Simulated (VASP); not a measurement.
Write the native input for VASP 6.6.1 that does the following.

```yaml
Task: band structure
Functional: LDA
Potentials_or_basis: VASP PAW LDA potentials, release 64 (Mn_pv, S)
Cutoff: 520 eV
k_mesh: 9 × 9 × 9
Occupations: gaussian, width 0.05 eV
Spin: collinear spin, ferromagnetic start
Starting_moments: "[4.0, 0.0] μB"
Hubbard_terms: Mn d U = 6 eV
Further_INCAR_settings: ALGO = Normal; EDIFF = 1e-06
```

MnS:

```xyz
2
Lattice="0.0000 2.4057 2.4057 2.4057 0.0000 2.4057 2.4057 2.4057 0.0000" Properties=species:S:1:pos:R:3 pbc="T T T"
Mn    0.0000    0.0000    0.0000
S     3.6085    3.6085    3.6085
```

The cell is a database's computed one.

The cell isn't the ideal one: volume scaled by 0.92.

One way to write it, as run:

POSCAR

```
MnS
1.0
    0.0000000000      2.4056628835      2.4056628835
    2.4056628835      0.0000000000      2.4056628835
    2.4056628835      2.4056628835      0.0000000000
Mn S
1 1
Cartesian
    0.0000000000      0.0000000000      0.0000000000
    3.6084943252      3.6084943252      3.6084943252
```

INCAR.step1

```
SYSTEM = MnS
ALGO = Normal
EDIFF = 1E-6
ENCUT = 520
GGA = CA
ISIF = 2
ISMEAR = 0
ISPIN = 2
LASPH = .TRUE.
LCHARG = .TRUE.
LDAU = .TRUE.
LDAUJ = 0 0
LDAUL = 2 -1
LDAUPRINT = 1
LDAUTYPE = 2
LDAUU = 6 0
LMAXMIX = 4
LORBIT = 11
LREAL = .FALSE.
LWAVE = .FALSE.
MAGMOM = 4 0
NELM = 120
PREC = Accurate
SIGMA = 0.05
```

KPOINTS.step1

```
k-points
0
G
  9 9 9
  0 0 0
```

INCAR.step2

```
SYSTEM = MnS
ALGO = Normal
EDIFF = 1E-6
ENCUT = 520
GGA = CA
ICHARG = 11
ISIF = 2
ISMEAR = 0
ISPIN = 2
LASPH = .TRUE.
LCHARG = .FALSE.
LDAU = .TRUE.
LDAUJ = 0 0
LDAUL = 2 -1
LDAUPRINT = 1
LDAUTYPE = 2
LDAUU = 6 0
LMAXMIX = 4
LORBIT = 11
LREAL = .FALSE.
LWAVE = .FALSE.
MAGMOM = 4 0
NELM = 120
PREC = Accurate
SIGMA = 0.05
```

KPOINTS.step2

```
path GXWKGLUWLK,UX
20
line-mode
reciprocal
 0.0000000000  0.0000000000  0.0000000000  G
 0.5000000000  0.0000000000  0.5000000000  X

 0.5000000000  0.0000000000  0.5000000000  X
 0.5000000000  0.2500000000  0.7500000000  W

 0.5000000000  0.2500000000  0.7500000000  W
 0.3750000000  0.3750000000  0.7500000000  K

 0.3750000000  0.3750000000  0.7500000000  K
 0.0000000000  0.0000000000  0.0000000000  G

 0.0000000000  0.0000000000  0.0000000000  G
 0.5000000000  0.5000000000  0.5000000000  L

 0.5000000000  0.5000000000  0.5000000000  L
 0.6250000000  0.2500000000  0.6250000000  U

 0.6250000000  0.2500000000  0.6250000000  U
 0.5000000000  0.2500000000  0.7500000000  W

 0.5000000000  0.2500000000  0.7500000000  W
 0.5000000000  0.5000000000  0.5000000000  L

 0.5000000000  0.5000000000  0.5000000000  L
 0.3750000000  0.3750000000  0.7500000000  K

 0.6250000000  0.2500000000  0.6250000000  U
 0.5000000000  0.0000000000  0.5000000000  X
```

Potentials or basis: VASP PAW LDA potentials, release 64 (Mn_pv, S).

Launch:

```sh
$ cat potpaw_LDA.64/Mn_pv/POTCAR potpaw_LDA.64/S/POTCAR > POTCAR
$ cp INCAR.step1 INCAR
$ cp KPOINTS.step1 KPOINTS
$ mpirun -np 1 vasp_std > vasp.out
$ cp INCAR.step2 INCAR
$ cp KPOINTS.step2 KPOINTS
$ mpirun -np 1 vasp_std > vasp.out
```

It gave:

```json
{
  "Band gap along the path": "none (metal or under the smearing width)",
  "Net moment": "4.29 μB per cell"
}
```

Caveat: the log is that of the step along the path at fixed density, whose energy, stress, charges and moments have no meaning; a cell with one magnetic atom can't hold antiferromagnetic order, which such compounds often take.

Run time: 2.9 min on 1 thread of Intel(R) Xeon(R) Platinum 8375C CPU @ 2.90GHz (Ice Lake), on a shared host, peak memory 0.24 GiB.
